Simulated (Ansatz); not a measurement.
## Cr in Ansatz: the effect of functional

The system is Cr.

```
Cr
1.0
     2.67732    0.00000    0.00000
    -1.33866    2.31863    0.00000
     0.00000    0.00000    4.35040
Cr
2
Direct
  0.66667 0.33333 0.75000
  0.33333 0.66667 0.25000
```

This isn't the form of Cr at room conditions, which is bcc.

The cell isn't the ideal one: volume scaled by 0.96.

Alike in all runs:

* Program: Ansatz 0.2.0
* Task: single point
* Potentials or basis: Ansatz PAW
* k mesh: 11 × 11 × 6
* Occupations: fermi-dirac, width 0.05 eV
* Spin: collinear spin, ferromagnetic start
* Starting moments: [3.0, 3.0] μB

| functional | cutoff | pressure (GPa) | moment (μB) |
| --- | --- | --- | --- |
| LDA | 420 eV (not typed: the program's choice for these potentials) | ? | ? |
| PBEsol | 420 eV (not typed: the program's choice for these potentials) | -28.6 | 1.24 |
| r2SCAN | 500 eV (not typed: the program's choice for these potentials) | 5.5 | 0.00 |

**Question.** What does the run with functional LDA give?

**Answer.** Pressure -35.2 GPa; moment 0.30 μB.

Caveats: the PAW data sets come from PBE, with cores solved anew for the run's functional, which leaves a small shift of forces and pressure; the starting moments weren't kept (some runs); the magnetic or orbital state may not be the lowest (some runs).
